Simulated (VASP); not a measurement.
Input of a VASP 6.6.1 run:

INCAR

```
ALGO = Normal ; EDIFF = 1E-7
EDIFFG = -0.005 ; ENCUT = 480
GGA = PS ; IBRION = 2
ISIF = 3 ; ISMEAR = 0
LASPH = T ; LCHARG = F
LREAL = F ; LWAVE = F
NELM = 60 ; NSW = 90
PREC = Accurate ; SIGMA = 0.02
```

The input KPOINTS:

```
k-points
0
Gamma
  8 8 8
```

File POSCAR:

```
BaTiO3
1.0
    3.9903792100      0.0000000000      0.0000000000
    0.0000000000      3.9903792100      0.0000000000
    0.0000000000      0.0000000000      4.1026553900
Ba Ti O
1 1 3
Direct
    0.5000000000      0.5000000000      0.5825414600
    0.0000000000      0.0000000000      0.1000427000
    0.0000000000      0.5000000000      0.0642205400
    0.5000000000      0.0000000000      0.0642205400
    0.0000000000      0.0000000000      0.5489717500
```

Potentials or basis: VASP PAW PBE potentials, release 64 (Ba_sv, Ti_sv, O_s).

Launch:

```bash
$ cat potpaw_PBE.64/Ba_sv/POTCAR potpaw_PBE.64/Ti_sv/POTCAR potpaw_PBE.64/O_s/POTCAR > POTCAR
$ mpirun -np 1 vasp_std > vasp.out
```

(1) Predict the space group after relaxing (to 0.05 Å).

(2) What does it give for the relaxed volume?

(3) What does it give for the band gap on the k mesh?

(4) What does it give for the relaxed cell?

## Answers

(1) P4mm (No. 99).

(2) 12.78 Å³/atom.

(3) 1.75 eV, indirect (least direct gap 2.15 eV).

(4) a = 3.970 Å, b = 3.970 Å, c = 4.053 Å, α = 90.00°, β = 90.00°, γ = 90.00°.

Caveat: the PAW data sets were made with another functional, which shifts forces and pressure a little; spin-orbit coupling is left out, which moves the levels of the heavy elements.
